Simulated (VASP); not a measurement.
Crystal: Al.

```
Al
1.0
     2.65385    0.00000    0.00000
     0.00000    2.65385    0.00000
     0.00000    0.00000    2.50090
Al
1
Direct
  0.00000 0.00000 0.50000
```

The cell was built by a generator and needn't be a form met in nature.

The cell isn't the ideal one: random cell by space group and Wyckoff sites (P4/mmm, No. 123).

| Item | Value |
| --- | --- |
| Program | VASP 6.6.1 |
| Task | relaxation of cell and atoms |
| Functional | PBE |
| Potentials or basis | VASP PAW PBE potentials, release 64 (Al) |
| Cutoff | 600 eV |
| k mesh | 6 × 6 × 6 |
| Occupations | gaussian, width 0.1 eV |
| Spin | no spin polarisation |

At the start: pressure 10.9 GPa; volume 17.61 Å³/atom.

Question: How do energy, volume and symmetry change on relaxing?

Answer: Over 6 steps the energy falls by 95.6 meV/atom and the volume is 20.65 Å³/atom (+17.3 %); space group P4/mmm (No. 123, to 0.05 Å).

The path:
```
step  energy change (eV)  largest force (eV/Å)  pressure (GPa)  volume (Å³)
   1              0.0000                0.0000           10.88        17.61
   2             -0.0879                0.0000           -1.10        20.84
   3             -0.0889                0.0000           -0.23        20.49
   4             -0.0956                0.0000           -0.12        20.67
   5             -0.0956                0.0000           -0.17        20.65
   6             -0.0956                0.0000           -0.16        20.65
```

Final structure:
```yaml
crystal:
  lattice:
    - [2.83638, 0.00000, 0.00000]
    - [0.00000, 2.83638, 0.00000]
    - [0.00000, 0.00000, 2.56713]
  atoms:
    - { symbol: Al, position: [0.00000, 0.00000, 0.50000] }
```

Caveat: the k mesh is coarse (spacing up to 0.42 Å⁻¹), so the values aren't converged; the volume moved by over 15 % at a fixed basis, so the end points are rough.
